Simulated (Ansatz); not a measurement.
## CdS and its competing phases

These are results of DFT PBE, scalar-relativistic, plane waves, PAW in Ansatz, not measurements. All cells share a 420 eV cutoff and Γ-centred k meshes spaced at most about 0.3 Å⁻¹ (2π included). No spin polarisation.

The zero of energy is the elements' standard structures at the same level; no fitted shifts are applied.

All energies are static (0 K, no zero-point motion). The reference form of S is held partly by dispersion forces, which this level lacks.

The competitors are the elements and 1 reference phase of this chemical system (from databases or known types: CdS), relaxed at the same level; other known phases may be missing.

The candidate was reached from: 4-connected net, two elements alternating.

Space group I-43m (No. 217). a = 8.085 Å, b = 8.085 Å, c = 8.085 Å, α = 90.00°, β = 90.00°, γ = 90.00°
```json
{"atom": "Cd", "site": "8c", "symmetry": ".3m", "x": "0.1607", "y": "0.1607", "z": "0.1607"}
{"atom": "S", "site": "8c", "symmetry": ".3m", "x": "0.3369", "y": "0.3369", "z": "0.3369"}
```

**Question.** Where does it stand against these competitors?

**Answer.** Not the lowest form: another structure of the same formula lies lower. Its formation energy is -0.545 eV/atom. The lowest competing phase at this composition is this:

```
phase       space group  source  share of atoms  ΔE_f (eV/atom)
  CdS  P6_3mc (No. 186)     COD          1.0000          -0.660
```

The candidate lies 115 meV/atom above this phase (114 meV/atom from unrounded values). The candidate matches no cell in the subsets of the Crystallography Open Database and the Materials Project at hand. It is metastable at best. Checks: no imaginary mode at Γ (other wave vectors untested).
